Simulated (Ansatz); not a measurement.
Write the native input for Ansatz 0.2.0 that does the following.

```yaml
Task: band structure
Functional: PBE
Potentials_or_basis: Ansatz PAW
Cutoff: "420 eV (not typed: the program's choice for these potentials)"
k_mesh: 7 × 7 × 3
Occupations: fermi-dirac, width 0.05 eV
Spin: spin-orbit coupling, no magnetisation
Path: "[[\"G\", \"M\", \"K\", \"G\", \"A\", \"L\", \"H\", \"A\"], [\"L\", \"M\"], [\"K\", \"H\"]]"
Points_for_each_segment_of_the_path: 14
```

The system is WS2 (Tungstenite).

```xyz
6
Lattice="3.1800 0.0000 0.0000 -1.5900 2.7540 0.0000 0.0000 0.0000 12.5000" Properties=species:S:1:pos:R:3 pbc="T T T"
W     1.5900    0.9180    9.3750
W     0.0000    1.8360    3.1250
S     1.5900    0.9180    4.6875
S     0.0000    1.8360   10.9375
S     1.5900    0.9180    1.5625
S     0.0000    1.8360    7.8125
```

These files were run (other wordings do the same):

input.yaml

```yaml
crystal:
  lattice:
    - [3.18, 0.0, 0.0]
    - [-1.59, 2.753960784, 0.0]
    - [0.0, 0.0, 12.5]
  atoms:
    - { symbol: W, position: [0.6666666667, 0.3333333333, 0.75] }
    - { symbol: W, position: [0.3333333333, 0.6666666667, 0.25] }
    - { symbol: S, position: [0.6666666667, 0.3333333333, 0.375] }
    - { symbol: S, position: [0.3333333333, 0.6666666667, 0.875] }
    - { symbol: S, position: [0.6666666667, 0.3333333333, 0.125] }
    - { symbol: S, position: [0.3333333333, 0.6666666667, 0.625] }
hamiltonian:
  xc: pbe
  pseudopotentials: { kind: paw_fr }
magnetization:
  noncollinear: true
  spin_orbit: true
kpoints:
  mp_grid: { grid: [7, 7, 3] }
  band_path:
    path:
      - [[0.0, 0.0, 0.0], [0.5, 0.0, 0.0], [0.3333333333, 0.3333333333, 0.0], [0.0, 0.0, 0.0], [0.0, 0.0, 0.5], [0.5, 0.0, 0.5], [0.3333333333, 0.3333333333, 0.5], [0.0, 0.0, 0.5]]
      - [[0.5, 0.0, 0.5], [0.5, 0.0, 0.0]]
      - [[0.3333333333, 0.3333333333, 0.0], [0.3333333333, 0.3333333333, 0.5]]
    npoints: 14
scf:
  occupations: { method: fermi_dirac, width: 0.05 }
  n_extra_bands: 15
output:
  forces: true
  stress: true
  eigenvalues: true
  fatbands: true
```

Potentials or basis: Ansatz PAW.

Command:

```console
$ ansatz run input.yaml --threads 2 --pin off --max-ram 5632MiB --backend cpu --events-out ev --progress --plain --runs-dir out
```

Results of the run:

| Quantity | Value |
| --- | --- |
| Pressure | 2.2 GPa |
| Largest force | 0.124 eV/Å |
| Band gap on the k mesh | 1.09 eV, indirect (least direct gap 2.15 eV) |
| Band gap along the path | 1.00 eV, indirect (least direct gap 1.55 eV) |

Caveat: the k mesh misses the band edges, so the gap on the mesh is wider than the one along the path; this functional lacks dispersion, which binds the layers, so the pressure and a relaxed spacing across them are unreliable.

It took 3.5 min on 2 threads of Intel(R) Xeon(R) Processor @ 2.50GHz (Skylake/Cascade Lake), with other jobs on the host, peak memory 1.1 GiB.
